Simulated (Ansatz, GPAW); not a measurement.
# Geometry or basis: what sets the conductance of a Pb chain with a Cu atom bridging one bond, part 3 of 5

How well does a Pb chain with a Cu atom bridging one bond conduct once its atoms have relaxed, and how much do cheaper levels lose?

GPAW 26.7.0 and Ansatz 0.2.0; Ansatz plane waves; relaxation of the junction with the lead ends held (the session's first sound run).

So far, transmission at the Fermi level (one spin): step 3 (plane-wave reference (PBE)) 2.47.

## 4. GPAW, dzp

The script solves lead and junction separately, takes H and S in the orbital basis, and joins semi-infinite leads through their self-energies; the dzp basis is the working standard.

This step: GPAW LCAO, PAW setups; Landauer transmission from Green's functions with principal layers (ASE), zero bias (GPAW 26.7.0).

File run.py:

```python
import json
import numpy as np
from ase import Atoms
from ase.transport.calculators import TransportCalculator
from gpaw import GPAW, FermiDirac
from gpaw.lcao.tools import get_lcao_hamiltonian
from scipy.linalg import eigh

# The junction with lead layers at both ends, along the third cell vector
device = Atoms(
    ['Pb', 'Pb', 'Pb', 'Pb', 'Pb', 'Pb', 'Cu', 'Pb', 'Pb', 'Pb', 'Pb', 'Pb', 'Pb'],
    positions=[
        [4.50000, 4.50000, 1.45000],
        [4.50000, 4.50000, 4.35000],
        [4.50000, 4.50000, 7.25000],
        [4.50000, 4.50000, 10.15000],
        [5.15364, 4.44328, 13.04984],
        [3.94397, 4.51483, 15.91676],
        [6.05017, 4.34141, 17.47969],
        [3.95393, 4.51416, 19.05645],
        [5.12824, 4.43428, 21.94637],
        [4.50000, 4.50000, 24.85000],
        [4.50000, 4.50000, 27.75000],
        [4.50000, 4.50000, 30.65000],
        [4.50000, 4.50000, 33.55000]],
    cell=[[9.0, 0.0, 0.0], [0.0, 9.0, 0.0], [0.0, 0.0, 35.0]],
    pbc=True)

# One principal layer of the lead: the first 3 atoms of the device
lead = Atoms(
    ['Pb', 'Pb', 'Pb'],
    positions=[
        [4.50000, 4.50000, 1.45000],
        [4.50000, 4.50000, 4.35000],
        [4.50000, 4.50000, 7.25000]],
    cell=[[9.0, 0.0, 0.0], [0.0, 9.0, 0.0], [0.0, 0.0, 8.7]],
    pbc=True)

settings = dict(mode='lcao', basis='dzp', xc='PBE', h=0.2,
                occupations=FermiDirac(0.1), maxiter=250,
                mixer=dict(beta=0.1, nmaxold=8, weight=100.0),
                convergence=dict(density=0.0001))
energies = np.arange(-2, 2 + 1e-9, 0.025)
eta = 0.0001
n1, n2 = 1, 1
# k and -k transmit alike, so half of the mesh across the current serves
mesh = [(i, j) for i in range(n1) for j in range(n2) if (i, j) <= (-i % n1, -j % n2)]
weights = np.array([1 if (i, j) == (-i % n1, -j % n2) else 2 for i, j in mesh]) / (n1 * n2)


def ground_state(atoms, size, txt):
    atoms.calc = GPAW(kpts={'size': size, 'gamma': True}, symmetry={'tolerance': 1e-3}, txt=txt, **settings)
    atoms.get_potential_energy()
    return atoms.calc.get_fermi_level()


def blocks(atoms, fermi, points, nz, cells):
    """H - E_F S and S between cell 0 and the cells above it, at each point across the current."""
    kz = np.arange(nz) / nz
    calc = atoms.calc.fixed_density(kpts=[(*k, z) for k in points for z in kz], symmetry='off', txt=None)
    H, S = get_lcao_hamiltonian(calc)
    H = (H - fermi * S).reshape(len(H), len(points), nz, *S.shape[1:])
    S = S.reshape(H.shape[1:])
    phases = [np.exp(-2j * np.pi * kz * R) / nz for R in cells]
    return [(np.einsum('skzij,z->ksij', H, p), np.einsum('kzij,z->kij', S, p)) for p in phases]


def pair(a, b):
    return np.block([[a, b], [b.T.conj(), a]])


def count_channels(h, s, cells, nk=240):
    """Half the number of times that the lead's bands cross each energy, unfolded to its shortest repeat."""
    b = len(h) // cells
    bands = []
    for k in (np.arange(nk + 1) + 0.5) / nk:
        hk, sk = h[:b, :b].copy(), s[:b, :b].copy()
        for R in range(1, cells):
            phase, block = np.exp(2j * np.pi * k * R), slice(R * b, (R + 1) * b)
            hk += h[:b, block] * phase + (h[:b, block] * phase).T.conj()
            sk += s[:b, block] * phase + (s[:b, block] * phase).T.conj()
        w, u = eigh(sk)
        x = u[:, w > 1e-5] / w[w > 1e-5]**0.5  # drop near-dependent combinations
        bands.append(np.r_[eigh(x.T.conj() @ hk @ x, eigvals_only=True), [1e9] * (w <= 1e-5).sum()])
    below = np.array(bands)[:, :, None] < energies
    return (below[1:] != below[:-1]).sum((0, 1)) / 2


fermi_lead = ground_state(lead, (1, 1, 13), 'lead.txt')
fermi_device = ground_state(device, (1, 1, 2), 'device.txt')
T, channels, eigen, tail, misfit, shifts = [], [], [], 0.0, 0.0, []
for first in range(0, len(mesh), 657):
    points = [(i / n1, j / n2) for i, j in mesh[first:first + 657]]
    (H0k, S0k), (H1k, S1k), (H2k, _) = blocks(lead, fermi_lead, points, 5, range(3))
    [(Hk, Sk)] = blocks(device, fermi_device, points, 2, [0])
    tail = max(tail, abs(H2k).max())
    for H0, S0, H1, S1, H, S in zip(H0k, S0k, H1k, S1k, Hk, Sk):
        n = len(S0)
        # Shift the lead onto the potential of the device's first layer
        shift = ((H[:, 0, 0] - H0[:, 0, 0]) / S0[0, 0]).real.mean()
        shifts.append(shift)
        misfit = max(misfit, abs(H[:, :n, :n] - H0 - shift * S0).max())
        Tk, Ck, Ek = [], [], []
        for s in range(len(H)):
            t = s % len(H0)  # a lead without moments serves both spins
            h1, s1 = pair(H0[t] + shift * S0, H1[t] + shift * S1), pair(S0, S1)
            leads = dict(h1=h1, s1=s1, energies=energies, eta=eta, eta1=eta, eta2=eta)
            calc = TransportCalculator(h=H[s], s=S, eigenchannels=3, **leads)
            Tk.append(calc.get_transmission())
            Ek.append(np.sort(calc.eigenchannels_ne, axis=0)[::-1])
            Ck.append(count_channels(h1, s1, 6))
        T.append(Tk)
        channels.append(Ck)
        eigen.append(Ek)
T, channels = np.array(T), np.array(channels)
mean, open_channels = np.einsum('kse,k->se', T, weights), np.einsum('kse,k->se', channels, weights)

print(f'basis functions: device {len(S)}, principal layer {n}')
print(f'Fermi level: lead {fermi_lead:.4f} eV, device {fermi_device:.4f} eV; lead shifted by {np.mean(shifts):.4f} eV')
print(f'largest coupling past the next layer {tail:.2e} eV, largest misfit of the first layer {misfit:.3f} eV')
print('  E-E_F (eV)   ' + 'T (one spin)  channels')
for e, t, c in zip(energies, mean.T, open_channels.T):
    print(f'{e:10.3f}  ', *[f'{x:11.4e}' for x in t], *[f'{x:9.4f}' for x in c])

kT = 8.617333e-5 * 300
fine = np.linspace(energies[0], energies[-1], 4001)
both = np.exp(np.interp(fine, energies, np.log(np.maximum(mean.sum(0) * 2 / len(mean), 1e-30))))
fermi = lambda mu: 1 / (1 + np.exp(np.clip((fine - mu) / kT, -200, 200)))
slope = fermi(0) * (1 - fermi(0)) / kT
G = np.trapezoid(both * slope, fine) / 2
seebeck = -np.trapezoid(both * slope * fine, fine) / (2 * G * 300) * 1e6
print(f'conductance at 300 K: {G:.5g} G0 a cell; thermopower {seebeck:.4g} uV/K')
bias = [0.1, 0.2, 0.5, 1.0, 1.5, 2.0]
current = [38.74 * np.trapezoid(both * (fermi(V / 2) - fermi(-V / 2)), fine) for V in bias]
for V, I in zip(bias, current):
    print(f'current from the zero-bias T(E) at {V} V: {I:.5g} uA')
zero = abs(energies).argmin()
json.dump(dict(energies=energies.tolist(), T=mean.tolist(), channels=open_channels.tolist(), G=G, seebeck=seebeck,
               bias=bias, current=current, tail=tail, misfit=misfit, shift=np.mean(shifts), n_device=len(S), n_lead=n,
               fermi=[fermi_lead, fermi_device], energy=device.get_potential_energy(),
               moments=device.get_magnetic_moments().tolist(), mesh=mesh, weights=weights.tolist(),
               T_k=T[:, :, zero].tolist(), eigen=np.array(eigen[0]).tolist()), open('result.json', 'w'))
```

Run with:

```sh
OMP_NUM_THREADS=1 OPENBLAS_NUM_THREADS=1 python run.py
```

Output:

```text
basis functions: device 291, principal layer 69
Fermi level: lead -2.5493 eV, device -2.3903 eV; lead shifted by 0.0084 eV
largest coupling past the next layer 2.76e-08 eV, largest misfit of the first layer 0.025 eV
  E-E_F (eV)   T (one spin)  [channel counts left out]
    -2.000    3.7921e-02
    -1.975    5.0930e-02
    -1.950    6.7013e-02
    -1.925    8.7825e-02
    -1.900    1.1811e-01
    -1.875    1.7862e-01
    -1.850    5.7420e-01
    -1.825    1.2279e-02
    -1.800    7.6286e-02
    -1.775    1.1473e-01
    -1.750    1.4538e-01
    -1.725    1.7359e-01
    -1.700    2.0119e-01
    -1.675    2.2899e-01
    -1.650    2.5736e-01
    -1.625    2.8649e-01
[...]
1.825    1.9657e+00
     1.850    1.9401e+00
     1.875    1.9112e+00
     1.900    1.8796e+00
     1.925    1.8459e+00
     1.950    1.8105e+00
     1.975    1.7739e+00
     2.000    1.7365e+00
conductance at 300 K: 2.422 G0 a cell; thermopower -2.999 uV/K
current from the zero-bias T(E) at 0.1 V: 18.767 uA
current from the zero-bias T(E) at 0.2 V: 37.537 uA
current from the zero-bias T(E) at 0.5 V: 93.89 uA
current from the zero-bias T(E) at 1.0 V: 187.47 uA
current from the zero-bias T(E) at 1.5 V: 268.39 uA
current from the zero-bias T(E) at 2.0 V: 342.09 uA
```

It took 76 s on 1 thread of Arm Neoverse V1, shared host; peak memory 1.2 GiB.

This step gave:

| Item | Value |
| --- | --- |
| conductance | 2.422 G₀ |
| thermopower | -2.999 μV/K |
| largest coupling past the next principal layer | 2.76e-8 eV |
| largest misfit of the first principal layer | 0.02520 eV |
| shift that aligns the lead | 0.008385 eV |
| basis functions of the junction | 291 |
| basis functions of a principal layer | 69 |
| transmission at the Fermi level (one spin) | 2.421 |

One spin. Transmission, zone mean against energy, zero at the Fermi level:

```
energy (eV)  transmission, zone mean
     -2.000                   0.0379
     -1.900                    0.118
     -1.850                    0.574
     -1.800                   0.0763
     -1.700                    0.201
     -1.600                    0.316
     -1.500                    0.445
     -1.400                    0.584
     -1.300                    0.722
     -1.200                    0.847
     -1.100                    0.940
     -1.000                    0.992
     -0.900                    0.994
     -0.800                    0.945
     -0.700                    0.819
     -0.600                     1.43
     -0.500                     1.92
     -0.400                     2.10
     -0.300                     2.16
     -0.200                     2.23
     -0.100                     2.33
      0.000                     2.42
      0.100                     2.52
      0.200                     2.62
      0.300                     2.70
      0.400                     2.76
      0.500                     2.81
      0.600                     2.84
      0.700                     2.86
      0.750                     2.86
      0.800                     2.86
      0.900                     2.84
      1.000                     2.80
      1.100                     2.74
      1.200                     2.67
      1.300                     2.59
      1.400                     2.53
      1.500                     2.49
      1.600                     2.68
      1.625                     2.92
      1.700                     1.99
      1.800                     1.99
      1.900                     1.88
      2.000                     1.74
```

Not self-consistent under bias; the bias window is split evenly. Current through one cell, from the zero-bias transmission against bias:

```
bias (V)  current through one cell, from the zero-bias transmission (μA)
   0.100                                                            18.8
   0.200                                                            37.5
   0.500                                                            93.9
   1.000                                                             187
   1.500                                                             268
   2.000                                                             342
```

Table of transmission of the three most open eigenchannels by energy, zero at the Fermi level:

```
energy (eV)  channel 1  channel 2  channel 3
     -2.000     0.0379          0          0
     -1.900      0.118          0          0
     -1.800     0.0763          0          0
     -1.700      0.201          0          0
     -1.600      0.316          0          0
     -1.500      0.445          0          0
     -1.400      0.584          0          0
     -1.300      0.722          0          0
     -1.200      0.847          0          0
     -1.100      0.940          0          0
     -1.000      0.992          0          0
     -0.900      0.994          0          0
     -0.800      0.945    1.7e-12          0
     -0.700      0.819     3.8e-8     1.3e-8
     -0.600      0.986      0.405     0.0338
     -0.500      0.996      0.863     0.0623
     -0.400      0.998      0.991      0.108
     -0.300      0.997      0.993      0.172
     -0.200      0.995      0.985      0.254
     -0.100      0.994      0.981      0.356
      0.000      0.992      0.970      0.459
      0.100      0.990      0.964      0.569
      0.200      0.987      0.957      0.673
      0.300      0.985      0.950      0.764
      0.400      0.983      0.942      0.839
      0.500      0.979      0.935      0.898
      0.600      0.974      0.945      0.925
      0.700      0.976      0.969      0.917
      0.800      0.993      0.964      0.905
      0.900      0.998      0.960      0.879
      1.000      0.999      0.960      0.839
      1.100      0.997      0.963      0.778
      1.200      0.996      0.971      0.700
      1.300      0.996      0.981      0.616
      1.400      0.997      0.993      0.540
      1.500      0.998      0.998      0.495
      1.600      0.999      0.992      0.686
      1.700      0.999      0.960     0.0311
      1.800      0.999      0.895     0.0934
      1.900      0.999      0.792     0.0879
      2.000      0.999      0.664     0.0729
```

At the Fermi level T is 2.42 against 2.47 in plane waves. Couplings past the next layer reach 2.8e-8 eV, small enough to drop; the matrix elements of the cell's first layer differ from the bulk lead's by up to 0.025 eV. That layer keeps its own values in the calculation, and only beyond it is the lead taken as perfect. The Fermi levels of lead and junction count from different zeros of potential, one for each periodic cell; with both set to zero, the small remaining shift is what aligns them. Without spin-orbit coupling, which is large for these atoms, channel counts and T are those of the scalar-relativistic bands. By hand: G = 2.422 × 77.48 μS = 188 μS, a resistance of 5.33 kΩ; at 0.1 V a linear junction would pass 18.8 μA, and the integral over the bias window gives 18.8 μA. Mott's formula, S = -(π²/3)(k_B²T/e) d ln T/dE, has the prefactor 7.33 μV/K·eV at 300 K; T = 2.397 at -0.025 eV and 2.447 at 0.025 eV give a slope of 0.414 per eV and S = -3.03 μV/K, beside -3.00 μV/K from the thermal integral, which interpolates the same grid.

## 5. GPAW, szp: basis = "szp(dzp)"

The second zeta is dropped, the polarisation orbitals stay.

Changes to run.py since step 4:

```diff
@@ -38,3 +38,3 @@
 
-settings = dict(mode='lcao', basis='dzp', xc='PBE', h=0.2,
+settings = dict(mode='lcao', basis='szp(dzp)', xc='PBE', h=0.2,
                 occupations=FermiDirac(0.1), maxiter=250,
```

Output:

```text
basis functions: device 177, principal layer 42
Fermi level: lead -2.7191 eV, device -2.5224 eV; lead shifted by 0.0035 eV
largest coupling past the next layer 2.75e-08 eV, largest misfit of the first layer 0.021 eV
  E-E_F (eV)   T (one spin)  [channel counts left out]
    -2.000    2.6697e-02
    -1.975    3.8018e-02
    -1.950    5.2442e-02
[...]
1.975    1.7256e+00
     2.000    1.6821e+00
conductance at 300 K: 2.4164 G0 a cell; thermopower -2.947 uV/K
current from the zero-bias T(E) at 0.1 V: 18.723 uA
current from the zero-bias T(E) at 0.2 V: 37.449 uA
current from the zero-bias T(E) at 0.5 V: 93.678 uA
current from the zero-bias T(E) at 1.0 V: 186.87 uA
current from the zero-bias T(E) at 1.5 V: 267.34 uA
current from the zero-bias T(E) at 2.0 V: 341.2 uA
```

Wall time 53 s (1 thread); peak memory 1.2 GiB.

This step gave:

| Property | Result |
| --- | --- |
| conductance | 2.416 G₀ |
| thermopower | -2.947 μV/K |
| largest coupling past the next principal layer | 2.75e-8 eV |
| largest misfit of the first principal layer | 0.02119 eV |
| shift that aligns the lead | 0.003531 eV |
| basis functions of the junction | 177 |
| basis functions of a principal layer | 42 |
| transmission at the Fermi level (one spin) | 2.416 |

One spin. Transmission, zone mean against energy, zero at the Fermi level:

```
energy (eV)  transmission, zone mean
     -2.000                   0.0267
     -1.850                    0.359
     -1.800                   0.0476
     -1.600                    0.298
     -1.400                    0.573
     -1.200                    0.840
     -1.000                    0.988
     -0.800                    0.959
     -0.600                     1.42
     -0.400                     2.09
     -0.200                     2.23
      0.000                     2.42
      0.200                     2.61
      0.400                     2.75
      0.600                     2.83
      0.775                     2.86
      0.800                     2.86
      1.000                     2.80
      1.200                     2.68
      1.400                     2.52
      1.600                     2.39
      1.800                     2.34
      1.900                     2.76
      2.000                     1.68
```

The conductance, 2.42 G₀, lies 0.2 % below that of the dzp run.

## 6. Minimal basis

One function for each valence shell of the setup, as for a first survey of a large system.

Changes to run.py since step 5:

```diff
@@ -38,3 +38,3 @@
 
-settings = dict(mode='lcao', basis='szp(dzp)', xc='PBE', h=0.2,
+settings = dict(mode='lcao', basis='sz(dzp)', xc='PBE', h=0.2,
                 occupations=FermiDirac(0.1), maxiter=250,
```

Output:

```text
basis functions: device 114, principal layer 27
Fermi level: lead -2.6065 eV, device -2.4026 eV; lead shifted by 0.0103 eV
largest coupling past the next layer 2.77e-08 eV, largest misfit of the first layer 0.021 eV
  E-E_F (eV)   T (one spin)  [channel counts left out]
    -2.000    1.2613e-01
    -1.975    6.3951e-01
    -1.950    2.1351e-02
[...]
1.975    2.1222e+00
     2.000    2.1546e+00
conductance at 300 K: 2.3421 G0 a cell; thermopower -2.444 uV/K
current from the zero-bias T(E) at 0.1 V: 18.148 uA
current from the zero-bias T(E) at 0.2 V: 36.305 uA
current from the zero-bias T(E) at 0.5 V: 90.898 uA
current from the zero-bias T(E) at 1.0 V: 182.16 uA
current from the zero-bias T(E) at 1.5 V: 263.9 uA
current from the zero-bias T(E) at 2.0 V: 337.03 uA
```

Wall time 35 s (1 thread); peak memory 1.1 GiB.

This step gave:

```
conductance                                    : 2.342 G₀
thermopower                                    : -2.444 μV/K
largest coupling past the next principal layer : 2.77e-8 eV
largest misfit of the first principal layer    : 0.02059 eV
shift that aligns the lead                     : 0.01027 eV
basis functions of the junction                : 114
basis functions of a principal layer           : 27
transmission at the Fermi level (one spin)     : 2.342
```

The conductance, 2.34 G₀, lies 3.3 % below that of the dzp run.

(Continued in part 4 of 5.)

[Logs are printed without paths, hosts, clocks, repeated set-up lines and the standing remarks that a program may print on its own settings, such as how far it seeks lower states.]

[Hosts, paths, dates, database ids (printed as entryN), source tags and the programs' standing remarks are cut or masked in the printed files.]
